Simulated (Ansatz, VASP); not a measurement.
# Two plane-wave programs on PbO

File INCAR:

```
SYSTEM = PbO
  ALGO = Normal
  EDIFF = 1E-6
  ENCUT = 520
  GGA = PE
  ISIF = 2
  ISMEAR = -1
  LASPH = .True.
  LCHARG = .False.
  LREAL = .False.
  LWAVE = .False.
  NBANDS = 17
  NELM = 100
  PREC = Accurate
  SIGMA = 0.02
```

Contents of KPOINTS:

```
k-points
0
Gamma
  6 6 6
  0 0 0
```

File POSCAR:

```
PbO
1.0
    3.2778798490      0.0000000000      0.0000000000
    0.0000000000      3.2778798490      0.0000000000
    0.0000000000      0.0000000000      3.2778798490
Pb O
1 1
Direct
    0.0000000000      0.0000000000      0.0000000000
    0.5000000000      0.5000000000      0.5000000000
```

Input for Ansatz:

```yaml
crystal:
  lattice:
    - [3.277879849, 0.0, 0.0]
    - [0.0, 3.277879849, 0.0]
    - [0.0, 0.0, 3.277879849]
  atoms:
    - { symbol: Pb, position: [0.0, 0.0, 0.0] }
    - { symbol: O, position: [0.5, 0.5, 0.5] }
kpoints:
  mp_grid: { grid: [6, 6, 6] }
hamiltonian:
  xc: pbe
scf:
  occupations: { method: fermi_dirac, width: 0.02 }
  n_extra_bands: 4
output:
  forces: true
  stress: true
  eigenvalues: true
```

Alike in both runs: task single point; functional PBE; k mesh 6 × 6 × 6; occupations fermi-dirac, width 0.02 eV; no spin polarisation.

|  | VASP | Ansatz |
| --- | --- | --- |
| version | VASP 6.6.1 | Ansatz 0.2.0 |
| potentials or method | VASP PAW PBE potentials, release 64 (Pb_d, O) | plane waves, PAW |
| plane-wave cutoff (eV) | 520 | 420 |
| valence electrons in the cell | 20 | 20 |

|  | VASP | Ansatz | Ansatz less VASP |
| --- | --- | --- | --- |
| pressure (GPa) | -4.8 | -4.8 | +0.07 |

With one functional, cell and mesh, what is left measures potentials, basis and numerics.

Caveats: spin-orbit coupling is left out, which as a rule narrows the gap of such compounds by several tenths of an eV.
